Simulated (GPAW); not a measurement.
## Screening of a field by B/Ir(111)

How does B/Ir(111) screen a perpendicular field?

Program: GPAW 26.7.0. Level of theory: GPAW, PAW setups; slab in vacuum, relaxation, in the first sound run; inputs show where later runs differ. Results are calculated unless marked as measured.

## 1. Set-up

The cell holds 5 atoms: 4 Ir and 1 B. Cell: a = 2.715 Å, b = 2.715 Å, c = 22.265 Å, α = 90.0°, β = 90.0°, γ = 60.0°. Vacuum lies along c.

## 2. Relaxing the atoms

Forces are removed first; all later runs use this geometry. The lowest 2 atoms are held at bulk positions and keep their forces.

The input, run.py:

```python
import json
import numpy as np
from ase import Atoms
from ase.constraints import FixAtoms
from ase.optimize import BFGS
from gpaw import GPAW, PW

slab = Atoms(
    ['Ir', 'Ir', 'Ir', 'Ir', 'B'],
    positions=[
        [0.00000, 0.00000, 7.00000],
        [1.35765, 0.78384, 9.21703],
        [2.71529, 1.56767, 11.43405],
        [0.00000, 0.00000, 13.65108],
        [1.35765, 0.78384, 15.26505]],
    cell=[[2.71529, 0.0, 0.0], [1.35765, 2.35151, 0.0], [0.0, 0.0, 22.26505]],
    pbc=[True, True, False])

slab.calc = GPAW(mode=PW(500), xc='PBE', kpts={'size': (13, 13, 1), 'gamma': True},
                 occupations={'name': 'fermi-dirac', 'width': 0.1}, nbands='200%',
                 convergence={'density': 1e-05}, maxiter=200,
                 poissonsolver={'dipolelayer': 'xy'},
                 symmetry={'tolerance': 1e-3, 'extra_ids': [1, 1, 0, 0, 0]}, txt='slab.txt')
result = {}
slab.set_constraint(FixAtoms([0, 1]))
path = []
opt = BFGS(slab, maxstep=0.2)
opt.attach(lambda: path.append((slab.get_potential_energy(), slab.positions.tolist(), slab.get_forces().tolist())))
result['relaxed'] = bool(opt.run(fmax=0.03, steps=40))
result['path'] = path
energy = slab.get_potential_energy()
fermi = slab.calc.get_fermi_level()
v = slab.calc.get_electrostatic_potential().mean((0, 1)) - fermi
n = slab.calc.get_pseudo_density().mean((0, 1))
L = slab.cell[2, 2]
z = np.arange(len(v)) * L / len(v)
low, high = slab.positions[:, 2].min(), slab.positions[:, 2].max()
below, above = np.interp([low - 4.8, high + 4.8], z, v)
slopes = [np.interp(x, z, np.gradient(v, z)) for x in (low - 4.8, high + 4.8)]
eps = np.array([[slab.calc.get_eigenvalues(k, s) for k in range(len(slab.calc.get_ibz_k_points()))]
                for s in range(slab.calc.get_number_of_spins())]) - fermi
top, bottom = eps[eps < 0].max(), eps[eps > 0].min()
dipole = slab.get_dipole_moment()[2]
print(f'energy {energy:.4f} eV, Fermi level {fermi:.4f} eV, dipole {dipole:.5f} e A')
print(f'potential 4.8 A off the faces, from the Fermi level: lower {below:.4f} eV, upper {above:.4f} eV')
print(f'slope of the potential there: lower {slopes[0]:.5f}, upper {slopes[1]:.5f} eV/A')
print(f'nearest levels on the mesh: {top:.4f} and {bottom:.4f} eV')
print('magnetic moment', round(slab.get_magnetic_moment(), 3))
result.update(energy=energy, fermi=fermi, dipole=dipole, below=below, above=above, slopes=slopes, edges=[top, bottom],
              z=z.tolist(), v=v.tolist(), n=n.tolist(), positions=slab.positions.tolist(),
              forces=slab.get_forces(apply_constraint=False).tolist(), moments=slab.get_magnetic_moments().tolist())
json.dump(result, open('result.json', 'w'))
```

Command:

```
OMP_NUM_THREADS=1 OPENBLAS_NUM_THREADS=1 python run.py
```

Output:

```text
Step          Energy          fmax
BFGS:    0      -41.051686        2.853874
BFGS:    1      -41.207330        2.199625
BFGS:    2      -41.423055        0.614354
BFGS:    3      -41.429337        0.396874
BFGS:    4      -41.432618        0.232693
BFGS:    5      -41.435413        0.062922
BFGS:    6      -41.435539        0.022468
energy -41.3482 eV, Fermi level 3.7078 eV, dipole 0.03186 e A
potential 4.8 A off the faces, from the Fermi level: lower 5.4287 eV, upper 4.5313 eV
slope of the potential there: lower -0.00047, upper 0.00028 eV/A
nearest levels on the mesh: -0.0573 and 0.0163 eV
magnetic moment 0.0
```

It took 17 min on 1 thread of Arm Neoverse V2, shared host; peak memory 0.27 GiB.

Step by step:

| step | energy less that of the first step (eV) | largest force (eV/Å) |
| --- | --- | --- |
| 1 | 0.0000 | 2.8539 |
| 2 | -0.1572 | 2.1996 |
| 3 | -0.3812 | 0.6144 |
| 4 | -0.3861 | 0.3969 |
| 5 | -0.3892 | 0.2327 |
| 6 | -0.3924 | 0.0629 |
| 7 | -0.3928 | 0.0225 |

The atoms that moved most (Å):

| atom | dx | dy | dz | length |
| --- | --- | --- | --- | --- |
| Ir4 | 0.000 | 0.000 | 0.174 | 0.174 |
| B5 | 0.000 | 0.000 | -0.116 | 0.116 |
| Ir3 | 0.000 | 0.000 | -0.024 | 0.024 |

Final coordinates:

```xyz
5
Lattice="2.7153 0.0000 0.0000 1.3576 2.3515 0.0000 0.0000 0.0000 22.2650" Properties=species:S:1:pos:R:3
Ir    0.0000    0.0000    7.0000
Ir    1.3576    0.7838    9.2170
Ir    2.7153    1.5677   11.4096
Ir    0.0000    0.0000   13.8246
B     1.3576    0.7838   15.1487
```

Numbers from this step:

```yaml
dipole_along_the_normal: 0.03186 e·Å
levels_nearest_the_fermi_level_on_the_mesh: -0.05733, 0.01626 eV from the Fermi level
upper_work_function: 4.531 eV
lower_work_function: 5.429 eV
```

Table of electrostatic potential energy of an electron (without an applied field's), less the Fermi level, planar mean by z:

z (Å), electrostatic potential energy of an electron (without an applied field's), less the Fermi level, planar mean (eV) and a bar from the least value:
```
      0.0        5.0 ##############################
      0.5        5.4 ##############################
      1.0        5.4 ##############################
      1.5        5.4 ##############################
      2.0        5.4 ##############################
      2.5        5.4 ##############################
      3.0        5.4 ##############################
      3.5        5.4 ##############################
      4.0        5.4 ##############################
      4.5        5.3 ##############################
      5.0        5.1 ##############################
      5.5        4.1 #############################
      6.0        0.0 #########################
      6.5      -14.5 #############
      7.0      -30.7 
      7.5      -14.9 #############
      8.0       -2.2 ########################
      8.5       -7.6 ###################
      9.0      -27.4 ###
      9.5      -24.9 #####
     10.0       -5.9 #####################
     10.5       -3.4 #######################
     11.0      -19.2 ##########
     11.5      -30.4 
     12.0      -11.4 ################
     12.5       -0.7 #########################
     13.0       -4.7 ######################
     13.5      -23.3 ######
     14.0      -29.3 #
     14.5      -11.6 ################
     15.0      -12.4 ###############
     15.5       -6.1 ####################
     16.0        1.5 ###########################
     16.5        3.7 #############################
     17.0        4.3 #############################
     17.5        4.5 #############################
     18.0        4.5 #############################
     18.5        4.5 #############################
     19.0        4.5 #############################
     19.5        4.5 #############################
     20.0        4.5 #############################
     20.5        4.5 #############################
     21.0        4.5 #############################
     21.5        4.5 #############################
     22.0        4.7 #############################
```

The pseudo valence density, planar mean oscillates, so the rows of the table below give means over windows of 2.23 Å about each position, cut where the curve ends. Its maxima inside the range that stand out by 2 % of the span (Å: e/Å³): 7.1: 2.25, 9.3: 2.25, 11.3: 2.20, 13.9: 2.22. Its minima: 8.2: 0.383, 10.4: 0.401, 12.6: 0.287.

The pseudo valence density, planar mean by z; means over each step:

| z (Å) | pseudo valence density, planar mean (e/Å³) |
| --- | --- |
| 1.11 | 0 |
| 3.34 | 5.4e-4 |
| 5.57 | 0.256 |
| 7.80 | 1.06 |
| 10.03 | 1.08 |
| 12.26 | 0.940 |
| 14.49 | 1.04 |
| 16.72 | 0.0498 |
| 18.95 | 1.7e-4 |

The relaxation lowered the energy of the cell by 0.393 eV (energies extrapolated to zero smearing; the optimiser's log prints free energies). The largest force left on a free atom is 0.022 eV/Å.

## 3. The slab's potential

The work function is the vacuum plateau of the electrostatic potential less the Fermi level; a dipole layer lets the two faces have plateaus of their own.

This step: GPAW, PAW setups; slab in vacuum (GPAW 26.7.0).

Changes to run.py since step 2:

```diff
@@ -3,4 +3,2 @@
 from ase import Atoms
-from ase.constraints import FixAtoms
-from ase.optimize import BFGS
 from gpaw import GPAW, PW
@@ -12,5 +10,5 @@
         [1.35765, 0.78384, 9.21703],
-        [2.71529, 1.56767, 11.43405],
-        [0.00000, 0.00000, 13.65108],
-        [1.35765, 0.78384, 15.26505]],
+        [2.71529, 1.56767, 11.40962],
+        [-0.00000, 0.00000, 13.82463],
+        [1.35765, 0.78384, 15.14866]],
     cell=[[2.71529, 0.0, 0.0], [1.35765, 2.35151, 0.0], [0.0, 0.0, 22.26505]],
@@ -22,10 +20,4 @@
                  poissonsolver={'dipolelayer': 'xy'},
-                 symmetry={'tolerance': 1e-3, 'extra_ids': [1, 1, 0, 0, 0]}, txt='slab.txt')
+                 symmetry={'tolerance': 1e-3}, txt='slab.txt')
 result = {}
-slab.set_constraint(FixAtoms([0, 1]))
-path = []
-opt = BFGS(slab, maxstep=0.2)
-opt.attach(lambda: path.append((slab.get_potential_energy(), slab.positions.tolist(), slab.get_forces().tolist())))
-result['relaxed'] = bool(opt.run(fmax=0.03, steps=40))
-result['path'] = path
 energy = slab.get_potential_energy()
```

Output:

```text
energy -41.3482 eV, Fermi level 3.7077 eV, dipole 0.03185 e A
potential 4.8 A off the faces, from the Fermi level: lower 5.4290 eV, upper 4.5312 eV
slope of the potential there: lower -0.00047, upper 0.00028 eV/A
nearest levels on the mesh: -0.0573 and 0.0163 eV
magnetic moment 0.0
```

It took 2.7 min on 1 thread; peak memory 0.27 GiB.

Numbers from this step:

```yaml
dipole_along_the_normal: 0.03185 e·Å
levels_nearest_the_fermi_level_on_the_mesh: -0.05729, 0.01630 eV from the Fermi level
```

The electrostatic potential energy of an electron (without an applied field's), less the Fermi level, planar mean oscillates, so the rows of the table below give means over windows of 2.23 Å about each position, cut where the curve ends. Its maxima inside the range that stand out by 2 % of the span (Å: eV): 8.1: -1.79, 10.3: -2.22, 12.6: -0.387, 14.8: -9.25. Its minima: 7.0: -30.7, 9.2: -31.4, 11.4: -31.2, 13.8: -31.8, 15.1: -13.6.

Table of electrostatic potential energy of an electron (without an applied field's), less the Fermi level, planar mean by z; means over each step:

| z (Å) | electrostatic potential energy of an electron (without an applied field's), less the Fermi level, planar mean (eV) |
| --- | --- |
| 1.11 | 5.39 |
| 3.34 | 5.42 |
| 5.57 | -0.0651 |
| 7.80 | -14.6 |
| 10.03 | -15.3 |
| 12.26 | -12.7 |
| 14.49 | -17.3 |
| 16.72 | 3.09 |
| 18.95 | 4.53 |
| 21.18 | 4.55 |

The pseudo valence density, planar mean oscillates, so the rows of the table below give means over windows of 2.23 Å about each position, cut where the curve ends. Its maxima inside the range that stand out by 2 % of the span (Å: e/Å³): 7.1: 2.25, 9.3: 2.25, 11.3: 2.20, 13.9: 2.22. Its minima: 8.2: 0.383, 10.4: 0.401, 12.6: 0.287.

Pseudo valence density, planar mean against z; means over each step:

| z (Å) | pseudo valence density, planar mean (e/Å³) |
| --- | --- |
| 1.11 | 0 |
| 3.34 | 5.4e-4 |
| 5.57 | 0.256 |
| 7.80 | 1.06 |
| 10.03 | 1.08 |
| 12.26 | 0.940 |
| 14.49 | 1.04 |
| 16.72 | 0.0498 |
| 18.95 | 1.7e-4 |

Force by atom:

| atom | x (eV/Å) | y (eV/Å) | z (eV/Å) | size |
| --- | --- | --- | --- | --- |
| Ir1 | 0.000 | 0.000 | 0.200 | 0.200 |
| Ir2 | 0.000 | 0.000 | -0.238 | 0.238 |
| Ir3 | 0.000 | 0.000 | 0.000 | 0.000 |
| Ir4 | 0.000 | 0.000 | 0.023 | 0.023 |
| B5 | 0.000 | 0.000 | 0.015 | 0.015 |

The potential is flat to 4.7e-4 eV/Å where it is read, so the vacuum is wide enough.

## 4. Field on

A uniform field along the normal polarises the slab; the atoms stay fixed, so this is the electronic response alone.

Changes to run.py since step 3:

```diff
@@ -4,2 +4,3 @@
 from gpaw import GPAW, PW
+from gpaw.external import ConstantElectricField
 
@@ -20,2 +21,3 @@
                  poissonsolver={'dipolelayer': 'xy'},
+                 external=ConstantElectricField(-0.2, [0, 0, 1]),
                  symmetry={'tolerance': 1e-3}, txt='slab.txt')
```

Output:

```text
energy -41.3497 eV, Fermi level 3.7195 eV, dipole -0.04807 e A
potential 4.8 A off the faces, from the Fermi level: lower 4.2738 eV, upper 5.6359 eV
slope of the potential there: lower -0.00047, upper 0.00086 eV/A
nearest levels on the mesh: -0.0558 and 0.0162 eV
magnetic moment 0.0
```

Wall time 12 min (1 thread); peak memory 0.6 GiB.

Numbers from this step:

```
dipole along the normal                                         : -0.04807 e·Å
levels nearest the Fermi level on the mesh                      : -0.05581, 0.01624 eV from the Fermi level
potential below the slab, the applied field's own ramp left out : 4.274 eV from the Fermi level
potential above the slab, the applied field's own ramp left out : 5.636 eV from the Fermi level
```

The electrostatic potential energy of an electron (without an applied field's), less the Fermi level, planar mean by z:

| z (Å) | electrostatic potential energy of an electron (without an applied field's), less the Fermi level, planar mean (eV) |
| --- | --- |
| 0.0 | 4.96 |
| 0.5 | 4.27 |
| 1.0 | 4.27 |
| 1.5 | 4.27 |
| 2.0 | 4.27 |
| 2.5 | 4.27 |
| 3.0 | 4.27 |
| 3.5 | 4.27 |
| 4.0 | 4.25 |
| 4.5 | 4.19 |
| 5.0 | 3.95 |
| 5.5 | 2.97 |
| 6.0 | -1.04 |
| 6.5 | -15.4 |
| 7.0 | -31.5 |
| 7.5 | -15.7 |
| 8.0 | -2.78 |
| 8.5 | -8.09 |
| 9.0 | -27.9 |
| 9.5 | -25.2 |
| 10.0 | -6.14 |
| 10.5 | -3.56 |
| 11.0 | -19.2 |
| 11.5 | -30.3 |
| 12.0 | -11.3 |
| 12.5 | -0.453 |
| 13.0 | -4.27 |
| 13.5 | -22.8 |
| 14.0 | -28.7 |
| 14.5 | -11.0 |
| 15.0 | -11.7 |
| 15.5 | -5.18 |
| 16.0 | 2.45 |
| 16.5 | 4.76 |
| 17.0 | 5.39 |
| 17.5 | 5.56 |
| 18.0 | 5.61 |
| 18.5 | 5.63 |
| 19.0 | 5.63 |
| 19.5 | 5.64 |
| 20.0 | 5.64 |
| 20.5 | 5.64 |
| 21.0 | 5.64 |
| 21.5 | 5.64 |
| 22.0 | 5.44 |

Force by atom:

| atom | x (eV/Å) | y (eV/Å) | z (eV/Å) | size |
| --- | --- | --- | --- | --- |
| Ir1 | 0.000 | 0.000 | 0.203 | 0.203 |
| Ir2 | 0.000 | 0.000 | -0.239 | 0.239 |
| Ir3 | 0.000 | 0.000 | -0.004 | 0.004 |
| Ir4 | 0.000 | 0.000 | -0.015 | 0.015 |
| B5 | 0.000 | 0.000 | 0.053 | 0.053 |

The dipole is now -0.0481 e Å, against 0.032 in the run without a field.

## 5. Field on

Changes to run.py since step 4:

```diff
@@ -21,3 +21,3 @@
                  poissonsolver={'dipolelayer': 'xy'},
-                 external=ConstantElectricField(-0.2, [0, 0, 1]),
+                 external=ConstantElectricField(-0.1, [0, 0, 1]),
                  symmetry={'tolerance': 1e-3}, txt='slab.txt')
```

Output:

```text
energy -41.3470 eV, Fermi level 3.7142 eV, dipole -0.00817 e A
potential 4.8 A off the faces, from the Fermi level: lower 4.8505 eV, upper 5.0821 eV
slope of the potential there: lower -0.00044, upper 0.00053 eV/A
nearest levels on the mesh: -0.0565 and 0.0162 eV
magnetic moment 0.0
```

Elapsed: 11 min, on 1 thread; peak memory 0.6 GiB.

Numbers from this step:

- dipole along the normal: -0.008175 e·Å
- levels nearest the Fermi level on the mesh: -0.05654, 0.01621 eV from the Fermi level
- potential below the slab, the applied field's own ramp left out: 4.850 eV from the Fermi level
- potential above the slab, the applied field's own ramp left out: 5.082 eV from the Fermi level

The electrostatic potential energy of an electron (without an applied field's), less the Fermi level, planar mean oscillates, so the rows of the table below give means over windows of 2.23 Å about each position, cut where the curve ends. Its maxima inside the range that stand out by 2 % of the span (Å: eV): 8.1: -2.10, 10.3: -2.30, 12.6: -0.238, 14.8: -8.89. Its minima: 7.0: -31.1, 9.2: -31.6, 11.4: -31.2, 13.8: -31.6, 15.1: -13.2.

Electrostatic potential energy of an electron (without an applied field's), less the Fermi level, planar mean against z; means over each step:

z (Å), electrostatic potential energy of an electron (without an applied field's), less the Fermi level, planar mean (eV) and a bar from the least value:
```
     1.11        4.9 ##############################
     3.34        4.8 ##############################
     5.57       -0.6 ######################
     7.80      -15.0 ###
    10.03      -15.4 ##
    12.26      -12.6 ######
    14.49      -16.9 
    16.72        3.6 ############################
    18.95        5.1 ##############################
    21.18        5.1 ##############################
```

Force by atom:

| atom | x (eV/Å) | y (eV/Å) | z (eV/Å) | size |
| --- | --- | --- | --- | --- |
| Ir1 | 0.000 | 0.000 | 0.202 | 0.202 |
| Ir2 | 0.000 | 0.000 | -0.238 | 0.238 |
| Ir3 | 0.000 | 0.000 | -0.002 | 0.002 |
| Ir4 | 0.000 | 0.000 | 0.004 | 0.004 |
| B5 | 0.000 | 0.000 | 0.035 | 0.035 |

The dipole is now -0.00817 e Å, against 0.032 in the run without a field.

## 6. Field on

Changes to run.py since step 5:

```diff
@@ -21,3 +21,3 @@
                  poissonsolver={'dipolelayer': 'xy'},
-                 external=ConstantElectricField(-0.1, [0, 0, 1]),
+                 external=ConstantElectricField(-0.05, [0, 0, 1]),
                  symmetry={'tolerance': 1e-3}, txt='slab.txt')
```

Output:

```text
energy -41.3471 eV, Fermi level 3.7111 eV, dipole 0.01176 e A
potential 4.8 A off the faces, from the Fermi level: lower 5.1394 eV, upper 4.8063 eV
slope of the potential there: lower -0.00043, upper 0.00038 eV/A
nearest levels on the mesh: -0.0569 and 0.0162 eV
magnetic moment 0.0
```

The job ended after 12 min (1 thread; peak memory 0.6 GiB).

The electrostatic potential energy of an electron (without an applied field's), less the Fermi level, planar mean oscillates, so the rows of the table below give means over windows of 2.23 Å about each position, cut where the curve ends. Its maxima inside the range that stand out by 2 % of the span (Å: eV): 8.1: -1.94, 10.3: -2.26, 12.6: -0.312, 14.8: -9.07. Its minima: 7.0: -30.9, 9.2: -31.5, 11.4: -31.2, 13.8: -31.7, 15.1: -13.4.

Electrostatic potential energy of an electron (without an applied field's), less the Fermi level, planar mean against z; means over each step:

| z (Å) | electrostatic potential energy of an electron (without an applied field's), less the Fermi level, planar mean (eV) |
| --- | --- |
| 1.11 | 5.13 |
| 3.34 | 5.13 |
| 5.57 | -0.331 |
| 7.80 | -14.8 |
| 10.03 | -15.3 |
| 12.26 | -12.7 |
| 14.49 | -17.1 |
| 16.72 | 3.35 |
| 18.95 | 4.80 |
| 21.18 | 4.82 |

## 7. In a field

Changes to run.py since step 6:

```diff
@@ -21,3 +21,3 @@
                  poissonsolver={'dipolelayer': 'xy'},
-                 external=ConstantElectricField(-0.05, [0, 0, 1]),
+                 external=ConstantElectricField(0.05, [0, 0, 1]),
                  symmetry={'tolerance': 1e-3}, txt='slab.txt')
```

Output:

```text
energy -41.3503 eV, Fermi level 3.7043 eV, dipole 0.05160 e A
potential 4.8 A off the faces, from the Fermi level: lower 5.7185 eV, upper 4.2565 eV
slope of the potential there: lower -0.00043, upper 0.00011 eV/A
nearest levels on the mesh: -0.0577 and 0.0164 eV
magnetic moment 0.0
```

It took 11 min on 1 thread; peak memory 0.6 GiB.

[end of part 1 of 2]

[Logs are printed without paths, hosts, clocks, repeated set-up lines and the standing remarks that a program may print on its own settings, such as how far it seeks lower states.]

[Hosts, paths, dates, database ids (printed as entryN), source tags and the programs' standing remarks are cut or masked in the printed files.]
